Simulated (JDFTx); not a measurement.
# C: single point with GLLB-SC

Crystal: C.

```
CELL_PARAMETERS angstrom
0.00000 1.78337 1.78337
1.78337 0.00000 1.78337
1.78337 1.78337 0.00000
ATOMIC_POSITIONS crystal
C 0.75000 0.75000 0.75000
C 0.50000 0.50000 0.50000
```

This isn't the form of C at room conditions, which is graphite.

```yaml
Program: JDFTx 1.7.0 (patched build)
Task: single point
Functional: GLLB-SC
Potentials_or_basis: PseudoDojo-SR-PBE-0.5-standard
Cutoff: 1116 eV
Density_cutoff: 8925 eV
k_mesh: 13 × 13 × 13
Occupations: fixed
Spin: no spin polarisation
SCF_threshold_on_the_residual: 1e-05
Bands: 9
Density_cutoff_over_wavefunction_cutoff: 8
Max_SCF_steps: 100
SCF_threshold_on_the_energy: 1e-09 Ha
Solver_of_the_electrons: scf
Further_solve_for_the_empty_bands: yes
```

| Property | Result |
| --- | --- |
| Band gap on the k mesh, Kohn-Sham part alone | 4.40 eV, indirect (least direct gap 5.80 eV) |

Levels at points of the mesh, in eV from the valence-band top:
| k point | band 1 | band 2 | band 3 | band 4 | band 5 |
| --- | --- | --- | --- | --- | --- |
| (0.00, 0.00, 0.00) | -21.51 | 0.00 | 0.00 | 0.00 | 5.80 |

Wall time 45 s on 1 thread of Arm Neoverse V2 (shared host), peak memory 0.09 GiB.

Caveat: the gap lacks the derivative discontinuity; a model potential gives levels but no total energy; an odd mesh through Γ misses points on the zone boundary, where band edges often lie.
